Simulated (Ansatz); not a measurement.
# Ir (beta tin type): how the settings move a relaxation

How sensitive is a relaxation of Ir (beta tin type) to its settings? A reference run comes first, then one run with altered input.

Method: reference: DFT, PBE, PAW with Ansatz's default frozen-core files, scalar-relativistic, in Ansatz 0.2.0.

4 further runs of the same task are left out: 4 that didn't finish.

## (1) Starting point

Symmetry: I4_1/amd, No. 141, tetragonal system. The conventional cell has a = 4.720 Å, b = 4.720 Å, c = 2.679 Å, α = 90.00°, β = 90.00°, γ = 90.00°. Ir (site symmetry -4m2) is surrounded by 6 Ir at 2.45 to 2.68 Å.

Structure file:

```
Ir
1.0
    -2.35981    2.35981    1.33959
     2.35981   -2.35981    1.33959
     2.35981    2.35981   -1.33959
Ir
2
Direct
  0.62500 0.87500 0.75000
  0.37500 0.12500 0.25000
```

## (2) Baseline

input.yaml

```yaml
crystal:
  lattice:
    - [-2.3598111195, 2.3598111195, 1.3395864821]
    - [2.3598111195, -2.3598111195, 1.3395864821]
    - [2.3598111195, 2.3598111195, -1.3395864821]
  atoms:
    - { symbol: Ir, position: [-0.375, -0.125, -0.25] }
    - { symbol: Ir, position: [0.375, 0.125, 0.25] }
kpoints:
  mp_grid: { grid: [18, 18, 18] }
scf:
  occupations: { method: fermi_dirac, width: 0.05 }
hamiltonian:
  xc: pbe
  pseudopotentials: { kind: paw }
output:
  forces: true
  stress: true
relax:
  f_tol: 0.005
  max_steps: 30
  cell: { stress_tol: 0.04, fix: [volume] }
```

Run with:

```console
$ ansatz run input.yaml --threads 1 --pin off --max-ram 2048MiB --backend cpu --events-out ev --progress --plain --runs-dir out
```

## (3) Variant: n_extra_bands 8, spin_polarized true

Edit input.yaml of step 2 so:

```diff
@@ -12,2 +12,3 @@
   occupations: { method: fermi_dirac, width: 0.05 }
+  n_extra_bands: 8
 hamiltonian:
@@ -18,2 +19,6 @@
   stress: true
+  write_density: true
+  write_potential: true
+  elf: true
+  volumetric_format: npy
 relax:
@@ -22 +27,3 @@
   cell: { stress_tol: 0.04, fix: [volume] }
+magnetization:
+  spin_polarized: true
```

**Question.** What will these runs give? Wanted: for each run, ending; energy change; pressure; gap; force.

As calculated:

| run | ending | energy change | pressure (GPa) | gap (eV) | force (eV/Å) | cycles | time |
| --- | --- | --- | --- | --- | --- | --- | --- |
| reference | converged | 0 | 27.8 | 0.00 | 0.00 | 26 | 58 s |
| 1: n_extra_bands 8, spin_polarized true | converged | 0.0 meV/atom | 27.8 | 0.00 | 0.00 | 27 | 97 s |

Times don't compare one to one where runs were asked for different outputs or read a saved state (see the inputs); cycles may leave out searches for a lower state.

**Reading.** With the changed band count and spin polarisation the energy stays within 0.5 meV/atom: no moment was seeded, so none could form, and both runs end non-magnetic. The structure is not at rest: the sound run finds 28 GPa, so these are no properties of the relaxed crystal. 
